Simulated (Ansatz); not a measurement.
Level of theory: DFT PBE, scalar-relativistic, plane waves, PAW in Ansatz. Settings: cutoff 420 eV, Γ-centred meshes spaced at most about 0.3 Å⁻¹, and about 0.25 Å⁻¹ or finer for metals (2π included), Gaussian smearing. No spin polarisation in the final relaxations.

These are static total energies at zero pressure.

Two relaxed structures of GaAs4:

A.

Space group Pm-3m (No. 221). a = 5.010 Å, b = 5.010 Å, c = 5.010 Å, α = 90.00°, β = 90.00°, γ = 90.00°
```json
{"atom": "Ga", "site": "1b", "symmetry": "m-3m", "x": "0.5000", "y": "0.5000", "z": "0.5000"}
{"atom": "As", "site": "3d", "symmetry": "4/mm.m", "x": "0.5000", "y": "0.0000", "z": "0.0000"}
{"atom": "As", "site": "1a", "symmetry": "m-3m", "x": "0.0000", "y": "0.0000", "z": "0.0000"}
```

B.

Space group P4/mmm (No. 123). a = 3.887 Å, b = 3.887 Å, c = 7.851 Å, α = 90.00°, β = 90.00°, γ = 90.00°
| atom | site | symmetry | x | y | z |
| --- | --- | --- | --- | --- | --- |
| Ga | 1b | 4/mmm | 0.0000 | 0.0000 | 0.5000 |
| As | 2h | 4mm | 0.5000 | 0.5000 | 0.1619 |
| As | 2g | 4mm | 0.0000 | 0.0000 | 0.8279 |

Task: Which form is favoured at zero pressure, and by what margin per atom?

Result: B is lower, by 0.51 eV/atom. A has space group Pm-3m (No. 221), 25.2 Å³/atom and no gap on its mesh; B has space group P4/mmm (No. 123), 23.7 Å³/atom and no gap. Counting As atoms around Ga (those within 1.25 times the shortest such distance or 1.15 times the sum of covalent radii, 1.27 where that leaves under three; a plus sign parts nearer from farther groups; the shortest distance is added where it exceeds 1.18 times the sum of covalent radii), A has Ga 12+8 from 3.5 Å and B has Ga 2. A holds As–As bonds in all directions (shortest 2.51 Å); B holds As–As pairs (shortest 2.54 Å). The denser one is the lower, and pressure would at first widen the difference. Even the lower one lies +0.22 eV/atom against the reference forms of the elements (uncorrected), so neither is stable at this level. Both come from invented guesses.

In Pm-3m, P4/mmm an odd number of electrons in the primitive cell allows no gap without spin; a larger cell or a magnetic state could open one. A magnetic state wasn't ruled out in cells without spin, among them Pm-3m, P4/mmm. Cells relaxed within their symmetry can be saddle points.

The preference for B by 0.51 eV/atom probably reflects how poorly A bonds its gallium. In A, Ga sits in an oversized arsenic cage, with its nearest As neighbours at 3.5 Å, far beyond a normal Ga–As bond. The arsenic framework is also strained: it combines octahedral and linear As sites, whereas arsenic with its s lone pair favours three pyramidal bonds. B brings two As atoms within bonding reach of each Ga and so recovers some Ga–As bonding, while keeping short As–As contacts.

B is still a compromise, since its Ga is linearly coordinated rather than tetrahedral as in zinc-blende GaAs. This suggests why it remains 0.22 eV/atom above the elements despite the favourable Ga–As interaction. Because GaAs itself forms exothermically, decomposition into GaAs and arsenic should be more favourable still than decomposition into the elements. The large separation therefore says more about the unsuitability of A than about any merit of B, and a GaAs4 network with tetrahedral Ga and three-bonded As remains untested.
